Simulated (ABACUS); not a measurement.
**CsBr under changes of volume**

One of the cells (40.468 Å³/atom); the others are scaled copies at fixed shape and fractional positions:

```
CELL_PARAMETERS angstrom
4.32562 0.00000 0.00000
0.00000 4.32562 0.00000
0.00000 0.00000 4.32562
ATOMIC_POSITIONS crystal
Cs 0.00000 0.00000 0.00000
Br 0.50000 0.50000 0.50000
```

The cell comes from a database or a generator and needn't be the stable form of this composition.

* Program: ABACUS 3.10.1
* Functional: PBEsol
* Potentials or basis: PseudoDojo NC SR 0.4.1 PBEsol standard
* Cutoff: 680 eV
* Density cutoff: 2721 eV
* Basis: plane waves
* k mesh: 6 × 6 × 6
* Occupations: fermi-dirac, width 0.05 eV
* Spin: no spin polarisation

| volume (Å³/atom) | energy over the lowest point (meV/atom) | pressure (GPa) | gap on the mesh (eV) |
| --- | --- | --- | --- |
| 38.040 | 0.00 | 0.0 | 4.46 |
| 38.850 | 0.67 | -0.3 | 4.38 |
| 39.659 | 2.85 | -0.6 | 4.31 |
| 40.468 | ? | ? | ? |
| 41.278 | 10.99 | -1.0 | 4.16 |
| 42.087 | 16.63 | -1.2 | 4.09 |
| 42.896 | 23.15 | -1.4 | 4.03 |

Question: What does the run at 40.468 Å³/atom give?

Answer: Energy over the lowest point 6.34 meV/atom; pressure -0.8 GPa; gap on the mesh 4.23 eV.

Worked out: A Birch-Murnaghan fit of order 3 (a polynomial in V^(-2/3)) to the other rows has its minimum at 38.11 Å³/atom with B0 = V·E''(V) = 15.8 GPa and B' = 5.3. It gives 6.34 meV/atom at 40.468 Å³/atom, against the run's 6.34, and -dE/dV = -0.8 GPa, against -0.8. A straight line through the other rows of the gap, of slope -3.6 eV per unit of ln V, gives 4.23 eV, against the run's 4.23.

Energies are extrapolated to zero smearing.

Caveats: spin-orbit coupling is left out, which moves the levels of the heavy elements.
